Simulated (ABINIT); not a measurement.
MnO, 4 atoms in the cell. The structure is hexagonal, space group P6_3mc (No. 186). The conventional cell has a = 3.372 Å, b = 3.372 Å, c = 5.386 Å, α = 90.00°, β = 90.00°, γ = 120.00°. Mn (site symmetry 3m) is surrounded by 4 O at 1.96 to 2.08 Å. Around O (site symmetry 3m) lie 4 Mn at 1.96 to 2.08 Å. Measurements of this composition are mostly on another form, of space group No. 225.

- Program: ABINIT 10.8.3 (patched build)
- Task: Hubbard U by linear response
- Functional: LDA
- Potentials or basis: JTH PAW LDA v2.0
- Cutoff: 707 eV
- k mesh: 4 × 4 × 2
- Occupations: fermi-dirac, width 0.05 eV
- Spin: collinear spin, ferromagnetic start
- Starting moments: [4.0, 4.0, 0.0, 0.0] μB
- Hubbard terms: Mn d U = 0 eV
- Double counting (usepawu): 1
- Occupation projector (dmatpuopt): 2
- Perturbed atom: 1
- Perturbed element: Mn
- Parameter computed: U
- Potential shifts (eV): [-0.15, -0.05, 0.05, 0.15]
- Fine-grid cutoff: 1306.15 eV

Potentials or basis: JTH PAW LDA v2.0.

Command:

```sh
$ abinit gs.abi > log 2>&1
$ ln -s gso_WFK runi_DS1_WFK
$ ln -s gso_WFK runi_DS2_WFK
$ ln -s gso_WFK runi_DS3_WFK
$ ln -s gso_WFK runi_DS4_WFK
$ abinit run.abi > log 2>&1
$ lruj runo_DS1_LRUJ.nc runo_DS2_LRUJ.nc runo_DS3_LRUJ.nc runo_DS4_LRUJ.nc > lruj.log 2>&1
```

Hardware: 1 thread of Arm Neoverse V2, on a shared host.

Estimate the wall time of this run.

It took 7.6 min on 1 thread of Arm Neoverse V2, on a shared host, peak memory 0.15 GiB. Counts: scf iterations 88, mpi ranks 1, k points 20, bands 28, plane waves 2269.
